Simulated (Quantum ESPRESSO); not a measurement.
The system is ZrO2.

```
Zr O
1.0
     0.00000    2.54507    2.54507
     2.54507    0.00000    2.54507
     2.54507    2.54507    0.00000
Zr O
1 2
Direct
  0.00000 0.00000 0.00000
  0.75000 0.75000 0.75000
  0.25000 0.25000 0.25000
```

Measurements of this composition are mostly on another form, of space group No. 14.

Base run:

```yaml
Program: Quantum ESPRESSO 7.5
Functional: PBE
Potentials_or_basis: SSSP 1.3 efficiency PBE
Cutoff: 748 eV
Density_cutoff: 5987 eV
k_mesh: 9 × 9 × 9
Occupations: fermi-dirac, width 0.05 eV
Spin: no spin polarisation
Hubbard_terms: Zr d U = 3 eV
```

Its results: band gap on the k mesh 4.15 eV, indirect (least direct gap 4.47 eV); pressure 7.0 GPa.

The run is repeated on the same cell with these changes: hubbard terms from Zr d U = 3 eV to Zr d U = 4 eV. What comes out?

Band gap on the k mesh 4.42 eV, indirect (least direct gap 4.67 eV); pressure 8.3 GPa.

Caveats: an odd mesh through Γ misses points on the zone boundary, where band edges often lie.
